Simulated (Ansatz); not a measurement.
# Mo: uniaxial strain along c

One table from this session's results is given with a row withheld; the runs are named, their logs left out.

Program: Ansatz 0.2.0. Level of theory: DFT PBE, scalar-relativistic, plane waves, PAW. These are calculated values, not measurements.

2 further runs of the same task are left out: 2 set aside as unsound or not needed.

## The starting structure

Symmetry: Im-3m, No. 229, cubic system. The conventional cell has a = 3.161 Å, b = 3.161 Å, c = 3.161 Å, α = 90.00°, β = 90.00°, γ = 90.00°. Around Mo (site symmetry m-3m) lie 8 Mo at 2.74 Å.

As a file:

```
Mo
1.0
     3.16060    0.00000    0.00000
     0.00000    3.16060    0.00000
     0.00000    0.00000    3.16060
Mo
2
Cartesian
  0.0000 0.0000 0.0000
  1.5803 1.5803 1.5803
```

It goes back to an entry of the Materials Project.

The first run:

The input, input.yaml:

```yaml
crystal:
  lattice:
    - [3.1606021857, 0.0, 0.0]
    - [0.0, 3.1606021857, 0.0]
    - [0.0, 0.0, 3.1606021857]
  atoms:
    - { symbol: Mo, position: [0.0, 0.0, 0.0] }
    - { symbol: Mo, position: [0.5, 0.5, 0.5] }
basis:
  ecutwfc: 420
kpoints:
  mp_grid: { grid: [16, 16, 16] }
hamiltonian:
  xc: pbe
scf:
  occupations: { method: gaussian, width: 0.1 }
output:
  forces: true
  stress: true
  eigenvalues: true
```

On the command line:

```console
> ansatz run input.yaml --threads 1 --pin off --max-ram 2560MiB --backend cpu --events-out ev --progress --plain --runs-dir out
```

Steps of the session up to this table: Zero strain; The cell strained by -2.0 %; At +2.0 %; At -4.0 %; Strain +4.0 %; The cell strained by -6.0 %; At +6.0 %.

One of the session's tables, all rows but one given; the rest of the session is left out.

Lengths are those of the vectors of the cell that was run; stresses in GPa:

| strain (%) | ΔE (meV/atom) | a (Å) | b (Å) | c (Å) |
| --- | --- | --- | --- | --- |
| -6.0 | 74.2 | 3.216 | 3.216 | 2.971 |
| -4.0 | 32.2 | 3.196 | 3.196 | 3.034 |
| -2.0 | ? | ? | ? | ? |
| +0.0 | 0.0 | 3.161 | 3.161 | 3.161 |
| +2.0 | 7.5 | 3.145 | 3.145 | 3.224 |
| +4.0 | 28.1 | 3.130 | 3.130 | 3.287 |
| +6.0 | 59.4 | 3.114 | 3.114 | 3.350 |

Estimate the missing values for strain (%) = -2.0.

Worked estimate for «ΔE (meV/atom)». A straight line through the neighbours (-4.0, 32.2) and (0.0, 0.0) gives 32.2 + (0.0 − 32.2) × (-2.0 + 4.0) / (0.0 + 4.0) = 16.1; a parabola fitted to 4 rows on both sides gives 7.9.

As computed: ΔE (meV/atom): 7.9; a (Å): 3.178; b (Å): 3.178; c (Å): 3.097. In «ΔE (meV/atom)» the line misses by +8.2 and the parabola by 0.0.

ΔE is over the unstrained cell. Stress in GPa, positive in compression, on the Cartesian axes of the input. 
